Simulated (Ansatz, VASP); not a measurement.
## Two plane-wave programs on Tl

```
CELL_PARAMETERS angstrom
3.48793 0.00000 0.00000
-1.74397 3.02064 0.00000
0.00000 0.00000 5.69577
ATOMIC_POSITIONS crystal
Tl 0.00000 0.00000 0.00000
Tl 0.33333 0.66667 0.50000
```

The cell was built by a generator and needn't be a form met in nature.

Alike in both runs: task relaxation of cell and atoms; functional PBE; k mesh 15 × 15 × 8; occupations gaussian, width 0.1 eV; no spin polarisation.

```csv
,VASP,Ansatz
version,VASP 6.6.1,Ansatz 0.2.0
potentials or method,"VASP PAW PBE potentials, release 64 (Tl_d)","scalar-relativistic, plane waves, PAW"
plane-wave cutoff (eV),600,420
valence electrons in the cell,26,26
```

```csv
,VASP,Ansatz,Ansatz less VASP
"gap on the k mesh at the Fermi level, each at its own relaxed structure (eV)",none,none,-
relaxed volume (Å³/atom),31.40,31.44,+0.038
relaxed cell length with the largest relative difference (Å),5.574,5.565,-0.0089
energy change over the relaxation (meV/atom),-8,-8,-0.2
```

A gap of «none» marks a metal or a gap that the smearing closes.

Spin-orbit coupling is left out, which matters for the levels of Tl.
